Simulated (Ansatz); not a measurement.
Input for Ansatz (plane-wave DFT, PAW):

```yaml
crystal:
  lattice:
    - [-1.6385157372, 1.6385157372, 2.0859700808]
    - [1.6385157372, -1.6385157372, 2.0859700808]
    - [1.6385157372, 1.6385157372, -2.0859700808]
  atoms:
    - { symbol: Ti, position: [0.0, 0.0, 0.0] }
    - { symbol: H, position: [0.75, 0.25, 0.5] }
    - { symbol: H, position: [0.25, 0.75, 0.5] }
basis:
  ecutwfc: 420
kpoints:
  mp_grid: { grid: [18, 18, 18] }
hamiltonian:
  xc: pbesol
scf:
  occupations: { method: gaussian, width: 0.1 }
output:
  forces: true
  stress: true
  eigenvalues: true
```

It can be run as
```bash
ansatz run input.yaml --threads 1 --pin off --backend cpu --events-out ev --progress --plain --runs-dir out  # memory cap (--max-ram) not shown
```

Computed with DFT PBEsol, scalar-relativistic, plane waves, PAW (Ansatz 0.2.0).

Part of what the program printed, abridged (final results; tables in files aren't shown):

```
SCF 1 converged in 6 iterations: F = -2506.865034 eV  dr2 = 9.31e-9
SCF converged after 6 iterations
Free energy (F): -2506.865034 eV
Harris-Foulkes:  -2506.865034 eV  (|F-HF|=2.93e-9)
Internal energy: -2506.860453 eV  (E = F + TS)
E sigma→0 (E₀):  -2506.862743 eV
Entropy (-TS):   -0.004581 eV (-1.527 meV/atom)
Fermi energy:    11.399162 eV
--- Per-component energies (eV) ---
  E_band       = -180.421228
  E_kinetic    = 300.256097
  E_local      = -899.190561  (includes V_loc(G=0)·N_el)
  E_nonlocal   = 11.561310
  E_hartree    = 362.225245
  E_xc         = -115.576351
  E_vxc        = -146.182481  (∫ρ·V_xc dr)
  E_paw        = -1023.236595  (= ΣΔE_a)
  E_vpaw       = -171.310810  (= ΣTr[D̂ρ^β])
  E_aug_tail   = -0.002186  (compensation charges beyond the density's cutoff)
  E_ewald      = -1143.036797
  E_core_change = 0.139384  (= ΣΔE_core)
  E_smearing   = -0.004581  (= −TS)
--- Forces (eV/Å), atoms counted from 1 ---
  atom   1  Ti     0.00000000     0.00000000     0.00000000
  atom   2  H      0.00000000     0.00000000     0.00000000
  atom   3  H      0.00000000     0.00000000     0.00000000
--- Stress (GPa, compression-positive) ---
      -10.510241       0.000000       0.000000
        0.000000     -10.510241       0.000000
        0.000000       0.000000      -7.713479
  P = ⅓ Tr σ = -9.5780 GPa (-95.780 kbar)
--- Band table (eV; the first three rows and the last of 480) ---
  k-point 0: bands = ["-45.6277", "-21.8309", "-21.8309", "-21.8082", "1.0471", "11.0211", "11.0211", "11.4896", "12.1700", "12.4569", "13.1118"]
  k-point 1: bands = ["-45.6259", "-21.8421", "-21.8330", "-21.8122", "1.1403", "10.3762", "11.0788", "11.5245", "12.4108", "12.8775", "13.0890"]
  k-point 2: bands = ["-45.6205", "-21.8742", "-21.8391", "-21.8237", "1.4155", "9.4501", "11.2502", "11.6295", "12.2260", "13.0697", "13.9828"]
  k-point 479: bands = ["-45.5488", "-22.1490", "-21.9889", "-21.9889", "5.0977", "7.2608", "8.5922", "13.6996", "13.7363", "13.7363", "17.8442"]
```

Self-consistency was reached.